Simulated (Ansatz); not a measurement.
A run of Ansatz 0.2.0:

The input input:

```
crystal:
  lattice:
    - [4.15, 0.0, 0.0]
    - [-2.075, 3.5940054257, 0.0]
    - [0.0, 0.0, 6.737]
  atoms:
    - { symbol: Cd, position: [0.6666666667, 0.3333333333, 0.5] }
    - { symbol: Cd, position: [0.3333333333, 0.6666666667, 0.0] }
    - { symbol: S, position: [0.6666666667, 0.3333333333, 0.875] }
    - { symbol: S, position: [0.3333333333, 0.6666666667, 0.375] }
hamiltonian:
  xc: { exchange: pbe, correlation: pbe, exx: { coeff: 0.1, omega: 0.2 } }
  pseudopotentials: { kind: paw }
kpoints:
  mp_grid: { grid: [4, 4, 2] }
scf:
  occupations: { method: fermi_dirac, width: 0.05 }
output:
  forces: true
  stress: true
  eigenvalues: true
  write_density: true
  write_potential: true
  elf: true
  volumetric_format: npy
```

Hardware: 1 × NVIDIA H100 80GB HBM3 with 2 threads of AMD EPYC 7R13 Processor (Zen 3), on a shared host.

**Question.** Estimate the wall time of this run.

**Answer.** Run time: 12 s on 1 × NVIDIA H100 80GB HBM3 with 2 threads of AMD EPYC 7R13 Processor (Zen 3) (shared host), peak memory 1.7 GiB. Counts: scf iterations 12, plane waves 1973, k points 8, bands 32.
